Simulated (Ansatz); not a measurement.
## Te2Pt (Moncheite) under changes of volume

One of the cells (24.143 Å³/atom); the others are scaled copies at fixed shape and fractional positions:

```
Pt Te
1.0
     4.01000    0.00000    0.00000
    -2.00500    3.47276    0.00000
     0.00000    0.00000    5.20100
Pt Te
1 2
Direct
  0.00000 0.00000 0.00000
  0.66667 0.33333 0.75000
  0.33333 0.66667 0.25000
```

- Program: Ansatz 0.2.0
- Functional: LDA
- Potentials or basis: all-electron LAPW, scalar-relativistic
- Cutoff: 271 eV (chosen from the basis error)
- Basis error allowed: 0.002 eV/atom
- k mesh: 8 × 8 × 5
- Occupations: fermi-dirac, width 0.05 eV
- Spin: no spin polarisation

```csv
volume (Å³/atom),energy over the lowest point (meV/atom),pressure (GPa),largest force (eV/Å)
22.694,?,?,?
23.177,30.37,7.5,1.115
23.660,12.30,4.6,0.843
24.143,2.48,2.0,0.593
24.626,0.00,-0.3,0.365
25.108,4.07,-2.4,0.156
25.591,13.95,-4.2,0.035
```

**Question.** What does the run at 22.694 Å³/atom give?

**Answer.** Energy over the lowest point 57.68 meV/atom; pressure 10.7 GPa; largest force 1.412 eV/Å.

Worked out: A Birch-Murnaghan fit of order 3 (a polynomial in V^(-2/3)) to the other rows has its minimum at 24.56 Å³/atom with B0 = V·E''(V) = 112 GPa and B' = 4.9 at fixed shape and positions, which overstates the stiffness. It gives 57.72 meV/atom at 22.694 Å³/atom, against the run's 57.68, and -dE/dV = 10.7 GPa, against 10.7.

Energies are extrapolated to zero smearing.

Caveats: forces of over 1 eV/Å show positions far from the minimum, so gaps and moduli don't describe the material at rest (some runs).
